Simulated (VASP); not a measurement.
H6C2O: single point with r2SCAN+D3(BJ)

Crystal: H6C2O.

```xyz
36
Lattice="7.5291 0.0000 0.0000 0.0000 7.5291 0.0000 0.0000 0.0000 7.5291" Properties=species:S:1:pos:R:3 pbc="T T T"
C     2.4082    0.3261    6.1710
C     3.8080    0.9721    6.3508
C     6.6864    1.0694    2.2935
C     6.3346    1.5889    3.6333
C     7.8168    4.8270    4.0264
C     6.4909    5.4782    4.1896
C     1.5552    3.8303    0.4409
C     0.1905    4.2737    0.2859
O     3.7799    2.2469    5.7409
O     7.4606    1.4239    4.4582
O     5.5523    4.8273    5.0553
O    -0.3733    3.4924   -0.7391
H     4.7126    2.5571    5.6024
H     4.0722    1.1453    7.4181
H     4.4507    0.2874    5.8326
H     2.4545   -0.5958    6.7417
H     1.7381    1.0603    6.5637
H     2.2428    0.0196    5.1849
H     7.2958    1.9915    5.1748
H     5.9612    2.6065    3.6860
H     5.5182    0.9349    3.9836
H     5.8264    1.0939    1.6179
H     7.4867    1.5896    1.8044
H     7.0116    0.0340    2.3884
H     4.6187    5.0660    4.8748
H     6.6733    6.4462    4.6079
H     5.9330    5.6657    3.2697
H     8.5241    5.4730    3.5320
H     8.2572    4.7797    5.0587
H     7.8244    3.7675    3.6172
H    -1.1580    4.0319   -1.0455
H    -0.4830    4.2936    1.1243
H     0.2578    5.3784   -0.1452
H     2.1597    4.1907    1.2384
H     1.6766    2.7417    0.3856
H     2.0987    4.1891   -0.4141
```

The cell was built by a generator and needn't be a form met in nature.

| Property | Result |
| --- | --- |
| Program | VASP 6.6.1 |
| Task | single point |
| Functional | r2SCAN |
| Dispersion | D3(BJ) |
| Potentials or basis | VASP PAW PBE potentials, release 64 (C, O, H) |
| Cutoff | 520 eV |
| k mesh | 1 × 1 × 1 |
| Occupations | fermi-dirac, width 0.05 eV |
| Spin | no spin polarisation |
| Dipole correction | no |
| Further INCAR settings | LREAL = Auto; ALGO = Normal; EDIFF = 1e-07; NBANDS = 64 |

- Pressure: 1.4 GPa
- Largest force: 3.403 eV/Å
- Band gap on the k mesh: 5.21 eV, direct
- Dispersion energy per atom: -0.016 eV

Forces in eV/Å, atoms in the order of the input:
```
C    2.087  0.531  1.946
C   -1.285 -0.087  0.234
C   -0.375 -0.284 -1.061
C   -0.694 -1.048  0.080
C    0.562 -1.892  1.528
C   -1.158  1.014 -0.951
C    2.058 -1.229 -0.336
C   -0.783  2.989 -1.425
O    1.252  0.881 -0.789
O    0.522 -0.924 -1.009
O   -0.597 -1.065  0.788
O   -1.782  0.154 -0.781
H   -1.165 -0.311  0.207
H   -0.068 -0.718 -0.417
H    1.236 -0.231 -0.009
H   -0.441 -0.121  0.550
H   -1.093 -0.074 -0.020
H   -0.464  0.177 -1.662
H    0.266  1.290  2.207
H   -0.018  0.401 -0.363
H   -0.178  0.199  0.223
H   -0.001 -0.045  0.021
H    0.519  0.539 -0.160
H   -0.023 -0.125  0.006
H    1.026 -0.022 -0.058
H    0.232  0.989  0.327
H    0.330 -0.159 -0.486
H   -0.088  0.259 -0.760
H   -0.313 -0.377 -0.740
H   -0.010  1.362  0.316
H    0.820 -0.901 -0.156
H   -0.052 -0.106  0.876
H   -0.351 -1.528  1.115
H   -0.044  0.395  1.213
H   -0.266  0.095  0.301
H    0.338 -0.027 -0.756
```

Stress tensor (GPa, compression positive):
```
 0.86 -0.35 -0.01
-0.35 -0.11 -0.13
-0.01 -0.13  3.36
```

Levels at points of the mesh, in eV from the valence-band top:
```csv
k point,band 38,band 39,band 40,band 41,band 42,band 43
"(0.00, 0.00, 0.00)",-0.14,-0.03,0.00,5.21,6.74,6.95
```

Run time: 6.2 min on 1 thread of AMD EPYC 7571, on a shared host, peak memory 0.42 GiB.

Caveat: the PAW data sets were made with another functional, which shifts forces and pressure a little. r2SCAN opens gaps a little over a GGA but as a rule still falls short of measured ones.
